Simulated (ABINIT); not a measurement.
WS2, a slab with vacuum:

```xyz
3
Lattice="3.1835 0.0000 0.0000 -1.5918 2.7570 0.0000 0.0000 0.0000 16.9506" Properties=species:S:1:pos:R:3 pbc="T T T"
W     0.0000    0.0000    0.0000
S     0.0000    1.8380    1.5595
S     0.0000    1.8380   15.3911
```

* Program: ABINIT 10.8.3 (patched build)
* Task: single point
* Functional: PBE
* Potentials or basis: JTH PAW PBE v2.0
* Cutoff: 544 eV
* k mesh: 10 × 10 × 2
* Occupations: fermi-dirac, width 0.05 eV
* Spin: no spin polarisation

On this cell: largest force 0.277 eV/Å; band gap on the k mesh 2.00 eV, indirect (least direct gap 2.15 eV).

The same run follows on a disturbed copy (atoms moved at random, drawn with an rms of 0.05 Å):

```
W S
1.0
     3.18352    0.00000    0.00000
    -1.59176    2.75701    0.00000
     0.00000    0.00000   16.95058
W S
1 2
Direct
  0.99775 0.00096 0.99765
  0.33985 0.65947 0.09287
  0.33153 0.65848 0.90878
```

Task: What changes?

Result: The energy moves by +21.1 meV/atom; largest force 1.917 eV/Å; band gap on the k mesh 1.93 eV, indirect (least direct gap 2.13 eV).

Forces on the atoms (eV/Å):
```
W    0.579 -0.521  1.752
S   -0.377  0.207 -0.540
S   -0.203  0.314 -1.212
```

Caveats: spin-orbit coupling is left out, which moves the levels of the heavy elements.

A k mesh can miss the band edges.
